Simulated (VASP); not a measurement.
# W (Im-3m) in VASP: a series of runs

The runs below take W through density of states, elastic constants, band structure, with PBE, PBEsol.

Program: VASP 6.6.1. These are calculated values, not measurements. Logs are shortened: lines on timing, memory, paths and dates and some standing lists are left out, and cuts for length are marked.

**1. The structure**

The structure is cubic, space group Im-3m (No. 229). The conventional cell has a = 3.155 Å, b = 3.155 Å, c = 3.155 Å, α = 90.00°, β = 90.00°, γ = 90.00°. Around W (site symmetry m-3m) lie 8 W at 2.73 Å.

**2. Density of states, PBE**

File POSCAR:

```
W                                       
1.0
   -1.5776066425      1.5776066425      1.5776066425
    1.5776066425     -1.5776066425      1.5776066425
    1.5776066425      1.5776066425     -1.5776066425
  W             
     1
Direct
     0.0000000000000000    0.0000000000000000    0.0000000000000000
```

File INCAR.step1:

```
PREC     = Accurate       # precision mode
ENCUT    = 520            # plane-wave cutoff, eV
EDIFF    = 1E-6           # SCF threshold, eV
ISMEAR   = 1              # smearing method
SIGMA    = 0.1            # smearing width, eV
LREAL    = F              # projectors in reciprocal space
LASPH    = T              # aspherical terms in the spheres
NELM     = 80             # most SCF steps
ALGO     = Normal         # electronic algorithm
ISIF     = 2              # what is computed and relaxed
LWAVE    = F              # write WAVECAR
LCHARG   = T              # write CHGCAR
LMAXMIX  = 4              # l up to which the mixer works
GGA      = PE             # functional
NBANDS   = 13             # bands
KPAR     = 4
```

File KPOINTS.step1:

```
Automatic mesh
0
Gamma
  16 16 16
```

File INCAR.step2:

```
PREC     = Accurate       # precision mode
ENCUT    = 520            # plane-wave cutoff, eV
EDIFF    = 1E-6           # SCF threshold, eV
ISMEAR   = -5             # smearing method
SIGMA    = 0.1            # smearing width, eV
LREAL    = F              # projectors in reciprocal space
LASPH    = T              # aspherical terms in the spheres
NELM     = 80             # most SCF steps
ALGO     = Normal         # electronic algorithm
ISIF     = 2              # what is computed and relaxed
LWAVE    = F              # write WAVECAR
LCHARG   = F              # write CHGCAR
LMAXMIX  = 4              # l up to which the mixer works
GGA      = PE             # functional
LORBIT   = 11             # projections on sites
NBANDS   = 13             # bands
KPAR     = 4            
NEDOS    = 2001           # points of the DOS
ICHARG   = 11             # starting density
```

File KPOINTS.step2:

```
Automatic mesh
0
Gamma
  24 24 24
```

Potentials or basis: VASP PAW PBE potentials, release 64 (W_sv).

On the command line:

```sh
$ cat potpaw_PBE.64/W_sv/POTCAR > POTCAR
$ cp INCAR.step1 INCAR
$ cp KPOINTS.step1 KPOINTS
$ mpirun -np 4 vasp_std > vasp.out
$ cp INCAR.step2 INCAR
$ cp KPOINTS.step2 KPOINTS
$ mpirun -np 4 vasp_std > vasp.out
```

OUTCAR:

```text
PREC = Accurate
   ENCUT = 520
   EDIFF = 1E-6
   ISMEAR = -5
   LREAL = F
   LASPH = T
   NELM = 80
   ISIF = 2
   GGA = PE
   LORBIT = 11
   ICHARG = 11

 ion  position               nearest neighbor table
   1  0.000  0.000  0.000-

  LATTYP: Found a body centered cubic cell.
 ALAT       =     3.1552132850

  Lattice vectors:

 A1 = (  -1.5776066425,   1.5776066425,   1.5776066425)
 A2 = (   1.5776066425,  -1.5776066425,   1.5776066425)
 A3 = (   1.5776066425,   1.5776066425,  -1.5776066425)

Analysis of symmetry for initial positions (statically):
=====================================================================
 Subroutine PRICEL returns:
 Original cell was already a primitive cell.

 Routine SETGRP: Setting up the symmetry group for a
 body centered cubic supercell.

 Subroutine GETGRP returns: Found 48 space group operations
 (whereof 48 operations were pure point group operations)
 out of a pool of 48 trial point group operations.

The static configuration has the point symmetry O_h .

Analysis of symmetry for dynamics (positions and initial velocities):
=====================================================================
 Subroutine PRICEL returns:
 Original cell was already a primitive cell.

 Routine SETGRP: Setting up the symmetry group for a
 body centered cubic supercell.

 Subroutine GETGRP returns: Found 48 space group operations
 (whereof 48 operations were pure point group operations)
 out of a pool of 48 trial point group operations.

The dynamic configuration has the point symmetry O_h .

 Subroutine INISYM returns: Found 48 space group operations
 (whereof 48 operations are pure point group operations),
 and found     1 'primitive' translations

----------------------------------------------------------------------------------------

                                     Primitive cell

  volume of cell :      15.7057

  direct lattice vectors                    reciprocal lattice vectors
    -1.577606642  1.577606642  1.577606642     0.000000000  0.316935785  0.316935785
     1.577606642 -1.577606642  1.577606642     0.316935785  0.000000000  0.316935785
     1.577606642  1.577606642 -1.577606642     0.316935785  0.316935785  0.000000000

  length of vectors
     2.732494859  2.732494859  2.732494859     0.448214886  0.448214886  0.448214886

  position of ions in fractional coordinates (direct lattice)
     0.000000000  0.000000000  0.000000000

  ion indices of the primitive-cell ions
   primitive index   ion index
                 1           1

----------------------------------------------------------------------------------------

 KPOINTS: Automatic mesh

Automatic generation of k-mesh.
 Grid dimensions read from file:
 generate k-points for:   24   24   24

 Generating k-lattice:

  Cartesian coordinates                     Fractional coordinates (reciprocal lattice)
     0.000000000  0.013205658  0.013205658     0.041666667  0.000000000  0.000000000
     0.013205658  0.000000000  0.013205658     0.000000000  0.041666667  0.000000000
     0.013205658  0.013205658  0.000000000     0.000000000  0.000000000  0.041666667

  Length of vectors
     0.018675620  0.018675620  0.018675620

  Shift w.r.t. Gamma in fractional coordinates (k-lattice)
     0.000000000  0.000000000  0.000000000

 TETIRR: Found  16469 inequivalent tetrahedra from    82944

 Subroutine IBZKPT returns following result:
 ===========================================

 Found    413 irreducible k-points:

 Following reciprocal coordinates:
            Coordinates               Weight
  0.000000  0.000000  0.000000      1.000000
  0.041667  0.000000  0.000000     12.000000
  0.083333  0.000000  0.000000     12.000000
  0.125000  0.000000  0.000000     12.000000
  0.166667  0.000000  0.000000     12.000000
  0.208333  0.000000  0.000000     12.000000
[... 16 lines left out ...]
  0.416667  0.041667  0.000000     48.000000
  0.458333  0.041667  0.000000     48.000000
 [... further k-points ...]
   k-points           NKPTS =    413   k-points in BZ     NKDIM =    413   number of bands    NBANDS=     13
   number of dos      NEDOS =   2001   number of ions     NIONS =      1
   total plane-waves  NPLWV =   8000
   dimension x,y,z NGX =    20 NGY =   20 NGZ =   20
   dimension x,y,z NGXF=    40 NGYF=   40 NGZF=   40
   ions per type =               1
   NGX,Y,Z   is equivalent  to a cutoff of  12.17, 12.17, 12.17 a.u.
   NGXF,Y,Z  is equivalent  to a cutoff of  24.34, 24.34, 24.34 a.u.
 SYSTEM =  unknown system
   PREC   = accura    normal or accurate (medium, high low for compatibility)
   ISTART =      0    job   : 0-new  1-cont  2-samecut
   ICHARG =     11    charge: 1-file 2-atom 10-const
   ISPIN  =      1    spin polarized calculation?
   LNONCOLLINEAR =      F non collinear calculations
   LSORBIT =      F    spin-orbit coupling
   LASPH  =      T    aspherical Exc in radial PAW
   ENCUT  =  520.0 eV  38.22 Ry    6.18 a.u.   5.08  5.08  5.08*2*pi/ulx,y,z
   NELM   =     80;   NELMIN=  2; NELMDL=  0     # of ELM steps
   EDIFF  = 0.1E-05   stopping-criterion for ELM
   LREAL  =      F    real-space projection
   EDIFFG = 0.1E-04   stopping-criterion for IOM
   NSW    =      0    number of steps for IOM
   IBRION =     -1    ionic relax: 0-MD 1-quasi-New 2-CG
   NFREE  =      0    steps in history (QN), initial steepest desc. (CG)
   ISIF   =      2    stress and relaxation
   ISYM   =      2    0-nonsym 1-usesym 2-fastsym
   POTIM  = 0.5000    time-step for ionic-motion
   TEBEG  =    0.0;   TEEND  =   0.0 temperature during run
   PSTRESS=    0.0 pullay stress
   NELECT =      14.0000    total number of electrons
   NUPDOWN=      -1.0000    fix difference up-down
   EMIN   =  10.00;   EMAX   =-10.00  energy-range for DOS
   EFERMI =   0.00;   METHOD = LEGACY
   ISMEAR =    -5;   SIGMA  =   0.10  broadening in eV -4-tet -1-fermi 0-gaus
   EFERMI_NEDOS =   21; number of points for ismear=-14 and -15
   IALGO  =     38    algorithm
   IMIX   =      4    mixing-type and parameters
     AMIX     =   0.40;   BMIX     =  1.00
     AMIX_MAG =   1.60;   BMIX_MAG =  1.00
  volume/ion in A,a.u.               =      15.71       105.99
  Fermi-wavevector in a.u.,A,eV,Ry     =   1.575550  2.977357 33.774517  2.482357
  Thomas-Fermi vector in A             =   2.676517
   LORBIT       =     11    0 simple, 1 ext, 2 COOP (PROOUT), +10 PAW based schemes
   GGA     = PE    functional components
   LHFCALC =     F    Hartree Fock is set to
   AEXX    =    0.0000 exact exchange contribution
   IVDW    =     0    specifies the selected vdW correction
   LEPSILON=     F    determine dielectric tensor
   LRPA    =     F    only Hartree local field effects (RPA)
 non-spin polarized calculation
 Fermi weights with tetrahedron method with Bloechl corrections
  energy-cutoff  :      520.00
  volume of cell :       15.71
 maximum number of plane-waves:       438

 number of electron      14.0000005 magnetization

 Free energy of the ion-electron system (eV)
  ---------------------------------------------------
  ext. energy  EPLUGINS =         0.00000000
  ---------------------------------------------------
  free energy    TOTEN  =       -12.94165678 eV

  energy without entropy =      -12.94165678  energy(sigma->0) =      -12.94165678

 E-fermi :  11.6188     XC(G=0): -13.6923

 val. band max:       11.6878146801   @ k =   0.4583   0.0833   0.0000
 cond. band min:      11.4817939177   @ k =  -0.1667   0.1667   0.1250
 fundamental gap:     -0.2060207624
 Fermi energy:        11.6188365781

 k-point     1 :       0.0000    0.0000    0.0000
  band No.  band energies     occupation
      1     -62.5867      2.00000
      2     -26.1352      2.00000
      3     -26.1352      2.00000
      4     -26.1352      2.00000
      5       1.8893      2.00000
      6      10.3364      2.00000
      7      10.3364      2.00000
      8      10.3364      2.00000
      9      13.8648      0.00000
     10      13.8648      0.00000
     11      26.1154      0.00000
     12      26.1154      0.00000
     13      26.1154      0.00000

 k-point     2 :       0.0417    0.0000    0.0000
  band No.  band energies     occupation
      1     -62.5843      2.00000
      2     -26.1598      2.00000
      3     -26.1428      2.00000
      4     -26.1353      2.00000
      5       1.9749      2.00000
      6      10.2835      2.00000
      7      10.3254      2.00000
      8      10.4189      2.00000
      9      13.7764      0.00000
     10      13.8649      0.00000
     11      26.1905      0.00000
     12      26.2609      0.00000
     13      26.3320      0.00000

 k-point     3 :       0.0833    0.0000    0.0000
  band No.  band energies     occupation
      1     -62.5774      2.00000
      2     -26.2314      2.00000
      3     -26.1651      2.00000
      4     -26.1357      2.00000
      5       2.2266      2.00000
      6      10.1323      2.00000
      7      10.2829      2.00000
      8      10.6645      2.00000
      9      13.5568      0.00000
     10      13.8677      0.00000
     11      26.3970      0.00000
     12      26.6896      0.00000
     13      26.9275      0.00000

 k-point     4 :       0.1250    0.0000    0.0000
  band No.  band energies     occupation
      1     -62.5663      2.00000
      2     -26.3440      2.00000
      3     -26.2004      2.00000
      4     -26.1363      2.00000
      5       2.6276      2.00000
      6       9.9022      2.00000
      7      10.1861      2.00000
      8      11.0687      2.04167
      9      13.3136      0.00000
     10      13.8800      0.00000
     11      26.6700      0.00000
     12      27.3802      0.00000
     13      27.7463      0.00000

 k-point     5 :       0.1667    0.0000    0.0000
  band No.  band energies     occupation
      1     -62.5519      2.00000
      2     -26.4884      2.00000
      3     -26.2462      2.00000
      4     -26.1371      2.00000
      5       3.1474      2.00000
      6       9.6197      2.00000
      7      10.0233      2.00000
      8      11.6238      0.85441
      9      13.1545      0.00000
     10      13.9105      0.00000
     11      26.8767      0.00000
     12      28.3036      0.00000
     13      28.5122      0.00000
[... 257 lines left out ...]
 k-point    22 :       0.3750    0.0417    0.0000
  band No.  band energies     occupation
      1     -62.4606      2.00000
      2     -27.3309      2.00000
      3     -26.5288      2.00000
      4     -26.1519      2.00000
      5       5.3318      2.00000
      6       8.1776      2.00000
      7      10.9151      2.01214
      8      13.7827      0.00000
      9      14.6050      0.00000
     10      16.5831      0.00000
     11      23.8504      0.00000
     12      24.2889      0.00000
     13      30.3169      0.00000

 k-point    23 :       0.4167    0.0417    0.0000
  band No.  band energies     occupation
      1     -62.4514      2.00000
      2     -27.4101      2.00000
      3     -26.5570      2.00000
      4     -26.1525      2.00000
      5       5.3249      2.00000
      6       8.0542      2.00000
      7      11.5811      1.52756
      8      13.8094      0.00000
      9      14.7478      0.00000
     10      17.3774      0.00000
     11      23.2204      0.00000
     12      23.5602      0.00000
     13      29.1993      0.00000

 k-point    24 :       0.4583    0.0417    0.0000
  band No.  band energies     occupation
      1     -62.4467      2.00000
      2     -27.4508      2.00000
      3     -26.5715      2.00000
      4     -26.1528      2.00000
      5       5.3071      2.00000
      6       7.9915      2.00000
      7      12.0439     -0.14725
      8      13.7478      0.00000
      9      14.8431      0.00000
     10      17.8482      0.00000
     11      22.7743      0.00000
     12      23.2630      0.00000
     13      28.5639      0.00000

 [... further k-points ...]
[... 5 lines left out ...]
  --------------------------------------------------------------------------------------
  -------------------------------------------------------------------------------------
  Total        0.8788877      0.8788877      0.8788877      0.0000000      0.0000000      0.0000000
  in kB       89.6577428     89.6577428     89.6577428      0.0000000      0.0000000      0.0000000
  external PRESSURE =      89.6577428 kB  Pullay stress =       0.0000000 kB

 VOLUME and BASIS-vectors are now :
 -----------------------------------------------------------------------------
  energy-cutoff  :      520.00
  volume of cell :       15.71
      direct lattice vectors                 reciprocal lattice vectors
    -1.577606642  1.577606642  1.577606642     0.000000000  0.316935785  0.316935785
     1.577606642 -1.577606642  1.577606642     0.316935785  0.000000000  0.316935785
     1.577606642  1.577606642 -1.577606642     0.316935785  0.316935785  0.000000000

 POSITION                                       TOTAL-FORCE (eV/Angst)
 -----------------------------------------------------------------------------------
      0.00000      0.00000      0.00000        -0.000000      0.000000     -0.000000
 -----------------------------------------------------------------------------------
    total drift:                                0.000000      0.000000     -0.000000

  FREE ENERGIE OF THE ION-ELECTRON SYSTEM (eV)
  ---------------------------------------------------
  free  energy   TOTEN  =       -12.9416567848 eV

  energy  without entropy=      -12.9416567848  energy(sigma->0) =      -12.94165678

 total charge

# of ion       s       p       d       tot
------------------------------------------
    1        2.405   6.351   3.362  12.118
```

Run time: 15 s. Hardware: 4 MPI ranks of Intel Xeon Platinum 8488C (Sapphire Rapids), shared host; peak memory 0.2 GiB.

Results:

| Property | Result |
| --- | --- |
| Valence electrons inside the program's atomic spheres | W 12.12 |

States per cell in windows of 0.5 eV (zero at the Fermi level; states under -8 eV left out):
```
from (eV)  total  W1_d  W1_p  W1_s
     -8.0   0.06  0.00  0.00  0.02
     -7.5   0.07  0.00  0.00  0.02
     -7.0   0.10  0.01  0.01  0.04
     -6.5   0.25  0.08  0.01  0.06
     -6.0   0.37  0.15  0.02  0.07
     -5.5   0.41  0.20  0.02  0.05
     -5.0   0.57  0.30  0.03  0.05
     -4.5   0.24  0.14  0.01  0.01
     -4.0   0.37  0.25  0.02  0.00
     -3.5   0.86  0.59  0.05  0.00
     -3.0   0.57  0.38  0.03  0.01
     -2.5   0.70  0.43  0.07  0.01
     -2.0   0.70  0.44  0.07  0.01
     -1.5   0.28  0.17  0.04  0.01
     -1.0   0.20  0.11  0.03  0.00
     -0.5   0.17  0.11  0.02  0.00
      0.0   0.31  0.22  0.02  0.01
      0.5   0.34  0.26  0.01  0.01
      1.0   0.47  0.37  0.01  0.01
      1.5   0.50  0.41  0.01  0.01
      2.0   0.60  0.51  0.01  0.01
      2.5   0.56  0.49  0.01  0.00
      3.0   1.09  0.95  0.02  0.02
      3.5   0.38  0.29  0.02  0.02
      4.0   0.28  0.20  0.02  0.01
      4.5   0.24  0.18  0.02  0.01
      5.0   0.18  0.13  0.02  0.01
      5.5   0.15  0.11  0.02  0.01
      6.0   0.16  0.11  0.02  0.01
      6.5   0.15  0.10  0.02  0.01
      7.0   0.14  0.08  0.02  0.02
      7.5   0.17  0.08  0.03  0.03
```

Caveat: tetrahedron occupations give inexact forces and stress in metals. Spin-orbit coupling is left out, which matters for the levels of W.

**3. Elastic constants, PBE**

This run uses another cell than the first one, of 16.15 Å³/atom, 1.028 times its volume.

File POSCAR:

```
W
1.0
   -1.5923059625      1.5923059625      1.5923059625
    1.5923059625     -1.5923059625      1.5923059625
    1.5923059625      1.5923059625     -1.5923059625
  W
     1
Direct
     0.0000000000000000    0.0000000000000000    0.0000000000000000
```

File INCAR.step1:

```
SYSTEM = W
ALGO = Fast
EDIFF = 1E-8
EDIFFG = -0.002
ENCUT = 600
GGA = PE
IBRION = 2
ISIF = 3
ISMEAR = 1
KPAR = 2
LASPH = .True.
LCHARG = .False.
LREAL = .False.
LWAVE = .False.
NELM = 80
NSW = 40
PREC = Accurate
SIGMA = 0.2
```

File INCAR.step2:

```
SYSTEM = W
ALGO = Fast
EDIFF = 1E-8
ENCUT = 600
GGA = PE
IBRION = 6
ISIF = 3
ISMEAR = 1
KPAR = 2
LASPH = .True.
LCHARG = .False.
LREAL = .False.
LWAVE = .False.
NELM = 80
NFREE = 2
NSW = 1
POTIM = 0.015
PREC = Accurate
SIGMA = 0.2
```

File KPOINTS:

```
k-points
0
Gamma
  30 30 30
  0 0 0
```

Potentials or basis: VASP PAW PBE potentials, release 64 (W_sv).

On the command line:

```sh
$ cat potpaw_PBE.64/W_sv/POTCAR > POTCAR
$ cp INCAR.step1 INCAR
$ mpirun -np 2 vasp_std > vasp.out
$ cp CONTCAR POSCAR
$ cp INCAR.step2 INCAR
$ mpirun -np 2 vasp_std > vasp.out
```

Run time: 38 min. Hardware: 2 MPI ranks of Intel Xeon Platinum 8488C (Sapphire Rapids), shared host; peak memory 2.5 GiB.

It converged, with:

```yaml
Relaxed_volume: 16.16 Å³/atom
Relaxed_cell: a = 2.759 Å, b = 2.759 Å, c = 2.759 Å, α = 109.47°, β = 109.47°, γ = 109.47°
Space_group_after_relaxing_to_0.05_Å: Im-3m (No. 229)
Elastic_constants_C11_C12_C44: 521, 198, 148 GPa
Voigt_bulk_modulus: 306 GPa
```

Final structure:
```
W
1.0
    -1.59273    1.59273    1.59273
     1.59273   -1.59273    1.59273
     1.59273    1.59273   -1.59273
W
1
Direct
  0.00000 0.00000 0.00000
```

Elastic tensor in Voigt notation (GPa, in the Cartesian axes of the cell as first typed):
```
521 198 198   0   0   0
198 521 198   0   0   0
198 198 521   0   0   0
  0   0   0 148   0   0
  0   0   0   0 148   0
  0   0   0   0   0 148
```

Clamped-ion elastic tensor (GPa):
```
521 198 198   0   0   0
198 521 198   0   0   0
198 198 521   0   0   0
  0   0   0 148   0   0
  0   0   0   0 148   0
  0   0   0   0   0 148
```

Spin-orbit coupling is left out, which matters for the levels of W.

(Part 1 of 2 ends here.)
